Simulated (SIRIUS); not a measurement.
Write the native input for SIRIUS 7.10.0 that does the following.

```yaml
Task: single point
Functional: PBE
Potentials_or_basis: PseudoDojo 0.4.1 PBE standard (scalar relativistic)
Cutoff: 1152 eV
Density_cutoff: 4606 eV
k_mesh: 7 × 7 × 7
Occupations: fermi-dirac, width 0.05 eV
Spin: no spin polarisation
Libxc_names: "[\"XC_GGA_X_PBE\", \"XC_GGA_C_PBE\"]"
Energy_tol: 1e-08 Ha
Density_tol: 1e-06
Mixer: anderson
Mixing_beta: 0.7
Max_scf: 100
Radial_cutoff_for_the_potentials'_integrals: 6.5 bohr
```

The system is BaTiO3.

```
CELL_PARAMETERS angstrom
2.82737 1.63238 2.31839
-2.82737 1.63238 2.31839
0.00000 -3.26476 2.31839
ATOMIC_POSITIONS crystal
Ba 0.00000 0.00000 0.00000
Ti 0.48450 0.48450 0.48450
O 0.50860 0.01750 0.50860
O 0.01750 0.50860 0.50860
O 0.50860 0.50860 0.01750
```

These files were run (other wordings do the same):

sirius.json

```json
{
  "control": {
    "processing_unit": "cpu",
    "verbosity": 2,
    "num_bands_to_print": 29,
    "print_forces": true,
    "print_stress": true
  },
  "parameters": {
    "electronic_structure_method": "pseudopotential",
    "xc_functionals": ["XC_GGA_X_PBE", "XC_GGA_C_PBE"],
    "gk_cutoff": 9.2,
    "pw_cutoff": 18.4,
    "ngridk": [7, 7, 7],
    "shiftk": [0, 0, 0],
    "smearing": "fermi_dirac",
    "smearing_width": 0.0018374661,
    "num_bands": 29,
    "num_mag_dims": 0,
    "num_dft_iter": 100,
    "energy_tol": 1e-08,
    "density_tol": 1e-06
  },
  "iterative_solver": {
    "type": "davidson",
    "min_tolerance": 1e-09,
    "tolerance_scale": [0.1, 0.25]
  },
  "mixer": {
    "type": "anderson",
    "beta": 0.7,
    "max_history": 8
  },
  "settings": {
    "tol_ne": 1e-10,
    "pseudo_grid_cutoff": 6.5
  },
  "unit_cell": {
    "lattice_vectors": [
      [5.342948543788, 3.084752779914, 4.381128751262],
      [-5.342948543788, 3.084752779914, 4.381128751262],
      [0.0, -6.169505560016, 4.381128751262]
    ],
    "atom_coordinate_units": "lattice",
    "atom_types": ["Ba", "Ti", "O"],
    "atom_files": {
      "Ba": "Ba.json",
      "Ti": "Ti.json",
      "O": "O.json"
    },
    "atoms": {
      "Ba": [
        [0.0, 0.0, 0.0]
      ],
      "Ti": [
        [0.4845, 0.4845, 0.4845]
      ],
      "O": [
        [0.5086, 0.0175, 0.5086],
        [0.0175, 0.5086, 0.5086],
        [0.5086, 0.5086, 0.0175]
      ]
    }
  }
}
```

Potentials or basis: PseudoDojo 0.4.1 PBE standard (scalar relativistic).

Run with:

```sh
$ upf_to_json Ba.upf
$ upf_to_json Ti.upf
$ upf_to_json O.upf
$ OMP_NUM_THREADS=1 sirius.scf --input=sirius.json --output=out.json --task=0
```

It gave:

```json
{"Pressure": "5.3 GPa", "Largest force": "0.137 eV/Å", "Band gap on the k mesh": "2.49 eV"}
```

Caveat: this release of the barium file is off; spin-orbit coupling is left out, which moves the levels of the heavy elements; an odd mesh through Γ misses points on the zone boundary, where band edges often lie.

Run time: 4 min on 1 thread of Arm Neoverse V1 (shared host), peak memory 0.87 GiB.
